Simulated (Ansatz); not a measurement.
The system is Bi2Te3 (Tellurobismuthite).

```
Bi Te
1.0
     2.19300    1.26613   10.16567
    -2.19300    1.26613   10.16567
     0.00000   -2.53226   10.16567
Bi Te
2 3
Direct
  0.60000 0.60000 0.60000
  0.40000 0.40000 0.40000
  0.79050 0.79050 0.79050
  0.20950 0.20950 0.20950
  0.00000 0.00000 0.00000
```

Base run:

* Program: Ansatz 0.2.0
* Functional: LDA
* Potentials or basis: Ansatz PAW
* Cutoff: 420 eV (not typed: the program's choice for these potentials)
* k mesh: 7 × 7 × 7
* Occupations: fermi-dirac, width 0.05 eV
* Spin: no spin polarisation

Its results: band gap on the k mesh 0.21 eV, direct; pressure -1.8 GPa; largest force 0.187 eV/Å.

**Question.** After a change of settings the same cell gave: band gap on the k mesh 0.52 eV, direct; pressure 1.3 GPa; largest force 0.290 eV/Å. Which change was it?
A. functional from LDA to revPBE
B. functional from LDA to RPBE
C. functional from LDA to r2SCAN; cutoff from 420 eV (not typed: the program's choice for these potentials) to 500 eV (not typed: the program's choice for these potentials)
D. functional from LDA to BLYP

**Answer.** C.

r2SCAN gives the wider gap, since meta-GGAs in the generalised Kohn-Sham scheme recover part of the derivative discontinuity.

Caveats: spin-orbit coupling is left out, which as a rule narrows the gap of such compounds by several tenths of an eV; the PAW data sets come from PBE, with cores solved anew for the run's functional, which leaves a small shift of forces and pressure.

Runs at the PBE level aren't shown here.
